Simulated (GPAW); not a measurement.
# HgTe (Coloradoite) (F-43m) in GPAW: equation of state

Aim: energy against volume of HgTe (Coloradoite) in PBEsol, for its equilibrium volume and stiffness.

All numbers are computed with GPAW 26.7.0; they aren't measurements. Logs are shortened: lines on timing, memory, paths and dates and some standing lists are left out, and cuts for length are marked. The log counts tension as positive stress, the text compression.

**Experimental background.**

From a printed reference work, monograph, for a bulk crystal of HgTe: bulk modulus 43 GPa.

How close the calculation comes is told below.

### Step 1. The crystal as given

It takes space group F-43m (No. 216, cubic). The conventional cell has a = 6.429 Å, b = 6.429 Å, c = 6.429 Å, α = 90.00°, β = 90.00°, γ = 90.00°. Hg (site symmetry -43m) has 4 Te at 2.78 Å as nearest neighbours. Te (site symmetry -43m) has 4 Hg at 2.78 Å as nearest neighbours.

### Step 2. Equation of state, PBEsol

run.py

```python
from ase import Atoms
from ase.eos import EquationOfState
from ase.io import Trajectory
from ase.units import GPa
from gpaw import GPAW, PW, setup_paths

setup_paths.insert(0, '.')

atoms = Atoms(['Hg', 'Te'],
              cell=[[0.0, 3.2145, 3.2145],
                    [3.2145, 0.0, 3.2145],
                    [3.2145, 3.2145, 0.0]],
              scaled_positions=[[0.0, 0.0, 0.0],
                                [0.75, 0.75, 0.75]],
              pbc=True)

traj = Trajectory('eos.traj', 'w')
volumes, energies = [], []
for x in [0.94, 0.96, 0.98, 1.0, 1.02, 1.04, 1.06]:
    a = atoms.copy()
    a.set_cell(atoms.cell * x**(1 / 3), scale_atoms=True)
    calc = GPAW(mode=PW(600),
                xc='PBEsol',
                kpts={'size': (7, 7, 7), 'gamma': True},
                occupations={'name': 'fermi-dirac', 'width': 0.05},
                nbands=18,
                convergence={'density': 1e-05, 'energy': 1e-05},
                maxiter=150,
                txt=f'eos-{x:.2f}.txt')
    a.calc = calc
    energies.append(a.get_potential_energy(force_consistent=True))
    volumes.append(a.get_volume())
    p = -a.get_stress()[:3].mean() / GPa
    calc.write(f'eos-{x:.2f}.gpw')
    traj.write(a)
    print(f'{x:.2f} {volumes[-1]:10.4f} A^3 {energies[-1]:14.6f} eV {p:9.3f} GPa', flush=True)

v0, e0, B = EquationOfState(volumes, energies, eos='birchmurnaghan').fit()
print(f'V0 = {v0:.4f} A^3, E0 = {e0:.6f} eV, B0 = {B / GPa:.2f} GPa')
```

Potentials or basis: PAW data sets generated in the run's folder for this functional, pw.

Launch:

```bash
gpaw-setup -f PBEsol Hg Te
OMP_NUM_THREADS=1 python run.py
```

The log of the run:

```text
__  _  _
 | _ |_)|_||  |
 |__||  | ||/\| - 26.7.0

Input parameters:
  mode=PW(ecut=600.0),
  convergence={'density': 1e-05, 'energy': 1e-05},
  kpts=MonkhorstPack(size=(7, 7, 7), gamma=True),
  maxiter=150,
  nbands=18,
  occupations=Occupations(name='fermi-dirac', width=0.05),
  xc=XC(name='PBEsol')

Diagonalizing LCAO Hamiltonian
Converting LCAO to pw mode

                      Te

       Hg

Atoms  # Å, Bohr magnetons
|   | symbol |        x |        y |        z |    initial magnetic moments |
|---|--------|----------|----------|----------|-----------------------------|
| 0 |     Hg | 0.000000 | 0.000000 | 0.000000 | ( 0.0000,  0.0000,  0.0000) |
| 1 |     Te | 4.756583 | 4.756583 | 4.756583 | ( 0.0000,  0.0000,  0.0000) |

Unit cell  # Å
| periodic |        x |        y |        z |  lengths |    angles |
|----------|----------|----------|----------|----------|-----------|
|      yes | 0.000000 | 3.171055 | 3.171055 | 4.484550 | 60.000000 |
|      yes | 3.171055 | 0.000000 | 3.171055 | 4.484550 | 60.000000 |
|      yes | 3.171055 | 3.171055 | 0.000000 | 4.484550 | 60.000000 |

Number of symmetries: 24
Symmetry operations  # r_c * U_cc + t_c -> r_c
|    | kind |            matrix            |
|----|------|------------------------------|
|  0 |  E   |  1, 0, 0,  0, 1, 0,  0, 0, 1 |
|  1 |  σ   |  1, 0, 0,  0, 0, 1,  0, 1, 0 |
|  2 |  σ   |  1, 0,-1,  0, 1,-1,  0, 0,-1 |
|  3 |  C3  |  1, 0,-1,  0, 0,-1,  0, 1,-1 |
|  4 |  C3  |  1,-1, 0,  0,-1, 1,  0,-1, 0 |
|  5 |  σ   |  1,-1, 0,  0,-1, 0,  0,-1, 1 |
|  6 |  σ   |  0, 1, 0,  1, 0, 0,  0, 0, 1 |
|  7 |  C3  |  0, 1, 0,  0, 0, 1,  1, 0, 0 |
|  8 |  C2  |  0, 1,-1,  1, 0,-1,  0, 0,-1 |
|  9 |  S4  |  0, 1,-1,  0, 0,-1,  1, 0,-1 |
| 10 |  C3  |  0, 0, 1,  1, 0, 0,  0, 1, 0 |
| 11 |  σ   |  0, 0, 1,  0, 1, 0,  1, 0, 0 |
| 12 |  S4  |  0, 0,-1,  1, 0,-1,  0, 1,-1 |
| 13 |  C3  |  0, 0,-1,  0, 1,-1,  1, 0,-1 |
| 14 |  S4  |  0,-1, 1,  1,-1, 0,  0,-1, 0 |
| 15 |  C2  |  0,-1, 1,  0,-1, 0,  1,-1, 0 |
| 16 |  C3  |  0,-1, 0,  1,-1, 0,  0,-1, 1 |
| 17 |  S4  |  0,-1, 0,  0,-1, 1,  1,-1, 0 |
| 18 |  S4  | -1, 1, 0, -1, 0, 1, -1, 0, 0 |
| 19 |  C3  | -1, 1, 0, -1, 0, 0, -1, 0, 1 |
| 20 |  C3  | -1, 0, 1, -1, 1, 0, -1, 0, 0 |
| 21 |  S4  | -1, 0, 1, -1, 0, 0, -1, 1, 0 |
| 22 |  σ   | -1, 0, 0, -1, 1, 0, -1, 0, 1 |
| 23 |  C2  | -1, 0, 0, -1, 0, 1, -1, 1, 0 |

BZ-sampling:
  Number of BZ points: 343
  Number of IBZ points: 20

  Monkhorst-Pack size: [7, 7, 7]
  Monkhorst-Pack shift: [0, 0, 0]

K-points  # in reciprocal-cell coordinates
|     |                                coordinates |     weight |
|-----|--------------------------------------------|------------|
|   0 | (  0.00000000,   0.00000000,   0.00000000) | 0.00291545 |
|   1 | (  0.14285714,   0.14285714,   0.00000000) | 0.01749271 |
|   2 | (  0.14285714,   0.14285714,   0.14285714) | 0.02332362 |
|   3 | (  0.28571429,   0.14285714,   0.14285714) | 0.03498542 |
|   4 | (  0.28571429,   0.28571429,   0.00000000) | 0.01749271 |
|   5 | (  0.28571429,   0.28571429,   0.14285714) | 0.06997085 |
|   6 | (  0.28571429,   0.28571429,   0.28571429) | 0.02332362 |
|   7 | (  0.42857143,  -0.28571429,  -0.28571429) | 0.03498542 |
|   8 | (  0.42857143,   0.28571429,  -0.42857143) | 0.13994169 |
|   9 | (  0.42857143,   0.28571429,  -0.28571429) | 0.06997085 |
| ... |                                            |            |
|  19 | (  0.42857143,   0.42857143,   0.42857143) | 0.02332362 |

Plane wave coefficients: 2144
Cutoff: 600.0 eV

Spin-components: 1 (collinear spins)
Bands:           18
Projectors:      11
Spin-degeneracy: 2
Datatype:        complex128

Parallelization:
  kpt:    1
  domain: 1
  band:   1

Density:
  Valence electrons: 24.0
  Components: 1
  Grid points: [27 27 27]
  Charge: 0.0  # |e|

Potential:
  Grid points: [27 27 27]

species:
  Hg:
    name:    Mercury
    Z:       80.0
    valence: 18
    core:    62
    charge:  0.0  # [|e|]
    compensation charges:
      type: gauss
      rc: 0.41  # [Å]
      lmax: 2
    cutoffs:
      filter: 2.17  # [Å]
      core: 2.06  # [Å]
    projectors
    | kind |    occ | energy [eV] | rcut [Å] |
    |------|--------|-------------|----------|
    |   6s |  2.000 |      -6.832 |    1.307 |
    |   5p |  6.000 |     -66.590 |    1.291 |
    |   6p |  0.000 |      -1.002 |    1.291 |
    |   5d | 10.000 |      -9.910 |    1.302 |
    |    s |        |      20.379 |    1.307 |
    |    d |        |      17.301 |    1.302 |

    Using partial waves for Hg as LCAO basis

  Te:
    name:    Tellurium
    Z:       52.0
    valence: 6
    core:    46
    charge:  0.0  # [|e|]
    compensation charges:
      type: gauss
      rc: 0.36  # [Å]
      lmax: 2
    cutoffs:
      filter: 2.09  # [Å]
      core: 3.17  # [Å]
    projectors
    | kind |    occ | energy [eV] | rcut [Å] |
    |------|--------|-------------|----------|
    |   5s |  2.000 |     -15.132 |    1.180 |
    |   5p |  4.000 |      -5.970 |    1.196 |
    |    s |        |      12.080 |    1.180 |
    |    p |        |      21.241 |    1.196 |
    |    d |        |       0.000 |    1.238 |

    Using partial waves for Te as LCAO basis

Reference energy: -717722.197136  # eV

eigensolver:
[... 26 lines left out ...]
convergence criteria:
- Maximum integral of absolute [dens]ity change: 1e-05 electrons / valence electron
- Maximum [total energy] change in last 3 cyles: 1e-05 eV / valence electron
- Maximum integral of absolute [eigenst]ate change: 4e-08 eV^2 / valence electron
maximum number of iterations: 150

SCF iterations
|iter     | |      energy | eigst |  dens |
|---------|-|-------------|-------|-------|
|iter:   1| |   -5.335910 | -0.05 |       |
|iter:   2| |   -5.292141 | -2.03 | -1.43 |
|iter:   3| |   -5.165340 | -1.98 | -1.48 |
|iter:   4| |   -5.174196 | -2.77 | -1.88 |
|iter:   5| |   -5.179992 | -3.06 | -2.21 |
|iter:   6| |   -5.180244 | -4.49 | -3.36 |
|iter:   7| |   -5.180286 | -5.00 | -3.73 |
|iter:   8| |   -5.180286c| -6.69 | -4.31 |
|iter:   9| |   -5.180286c| -7.21 | -4.97 |
|iter:  10| |   -5.180286c| -7.99c| -5.66c|

Converged in 10 steps
Energy contributions relative to reference atoms: (reference = -717722.197136)

Energy contributions:
  Kinetic:          33.001147
  Coulomb:         -27.349650
  Zero:             -2.057054
  External:          0.000000
  Xc:               -8.774407
  Entropy:          -0.000646
  Spinorbit:         0.000000
  ----------------------------
  Free energy:      -5.180609
  Extrapolated:     -5.180286

dipole moment: (-17.178638, -17.178638, -17.178638)  # |e|*Ang

Fermi level: 5.100
Eigenvalues  # (at kpt = [0.000, 0.000, 0.000])
| band index |      eig [eV] | occ [0-2] |
|------------|---------------|-----------|
|          0 |       -58.666 |     2.000 |
|        ... |               |           |
|          5 |        -2.737 |     2.000 |
|          6 |        -2.737 |     2.000 |
|          7 |        -2.156 |     2.000 |
|          8 |        -2.156 |     2.000 |
|          9 |         4.513 |     2.000 |
|         10 |         5.062 |     1.366 |
|         11 |         5.062 |     1.366 |
|         12 |         5.062 |     1.366 |
|         13 |         9.171 |     0.000 |
|         14 |         9.171 |     0.000 |
|         15 |         9.171 |     0.000 |
|         16 |        11.417 |     0.000 |
|         17 |        14.826 |     0.000 |

No gap
No difference between direct/indirect transitions

Stress tensor  # eV/Ang^3
|         x |         y |         z |
|-----------|-----------|-----------|
| -0.025165 |  0.000000 |  0.000000 |
|  0.000000 | -0.025165 |  0.000000 |
|  0.000000 |  0.000000 | -0.025165 |

# Writing to eos-0.96.gpw (mode='')
```

Run time: 1.9 min. Hardware: 1 thread of Arm Neoverse V2, shared host; peak memory 0.29 GiB.

What came out:

```yaml
Equilibrium_volume: 34.50 Å³/atom
Bulk_modulus: 42 GPa
Pressure_derivative_of_the_bulk_modulus: 5.1
```

Energy against volume, from the lowest point:
```tsv
volume (Å³/atom)	energy (meV/atom)
31.223	50.09
31.887	30.49
32.551	16.26
33.215	6.77
33.880	1.51
34.544	0.00
35.208	1.84
```

The run has no spin-orbit coupling, so splittings on Hg, Te are missing.

### Step 3. Comparison with measurements

Step 2. Against the measured bulk modulus of HgTe, 43 GPa (a printed reference work, monograph), the calculated 42 GPa is off by -2.0 %. The fit is for a static lattice scaled at fixed shape and fixed fractional positions.
